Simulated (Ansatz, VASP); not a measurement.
**PtSe2 (Sudovikovite): VASP beside Ansatz**

INCAR

```
SYSTEM = PtSe2
  ALGO = Normal
  EDIFF = 1E-6
  ENCUT = 520
  GGA = PE
  ISIF = 2
  ISMEAR = 0
  LASPH = .True.
  LCHARG = .False.
  LREAL = .False.
  LWAVE = .False.
  NBANDS = 18
  NELM = 100
  PREC = Accurate
  SIGMA = 0.05
```

The input KPOINTS:

```
k-points
0
Gamma
  8 8 5
  0 0 0
```

POSCAR

```
PtSe2
1.0
    3.7240000000      0.0000000000      0.0000000000
   -1.8620000000      3.2250786037      0.0000000000
    0.0000000000      0.0000000000      5.0620000000
Pt Se
1 2
Cartesian
    0.0000000000      0.0000000000      0.0000000000
    1.8620000002      1.0750262011      3.7965000000
   -0.0000000002      2.1500524026      1.2655000000
```

Contents of input.yaml:

```yaml
crystal:
  lattice:
    - [3.724, 0.0, 0.0]
    - [-1.862, 3.2250786037, 0.0]
    - [0.0, 0.0, 5.062]
  atoms:
    - { symbol: Pt, position: [0.0, 0.0, 0.0] }
    - { symbol: Se, position: [0.6666666667, 0.3333333333, 0.75] }
    - { symbol: Se, position: [0.3333333333, 0.6666666667, 0.25] }
hamiltonian:
  xc: pbe
  pseudopotentials: { kind: paw }
kpoints:
  mp_grid: { grid: [8, 8, 5] }
scf:
  occupations: { method: gaussian, width: 0.05 }
output:
  forces: true
  stress: true
  eigenvalues: true
```

Alike in both runs: task single point; functional PBE; k mesh 8 × 8 × 5; occupations gaussian, width 0.05 eV; no spin polarisation.

|  | VASP | Ansatz |
| --- | --- | --- |
| version | VASP 6.6.1 | Ansatz 0.2.0 |
| potentials or method | VASP PAW PBE potentials, release 64 (Pt, Se) | Ansatz PAW |
| plane-wave cutoff (eV) | 520 | 420 |
| valence electrons in the cell | 22 | 50 |

```tsv
	VASP	Ansatz	Ansatz less VASP
gap on the k mesh at the Fermi level (eV)	none	none	-
pressure (GPa)	7.3	7.3	0.00
largest component of the traceless stress (GPa)	1.19	1.18	-0.014
rms of the force components (eV/Å)	0.276	0.273	-0.0037
```

Atom by atom the forces differ by 0.004 eV/Å (rms over components). A gap of «none» marks a metal or a gap that the smearing closes. With one functional, cell and mesh, what is left measures potentials, basis and numerics. The two sets of potentials don't hold the same shells in valence.

The runs have no spin-orbit coupling, so splittings on Pt are missing.
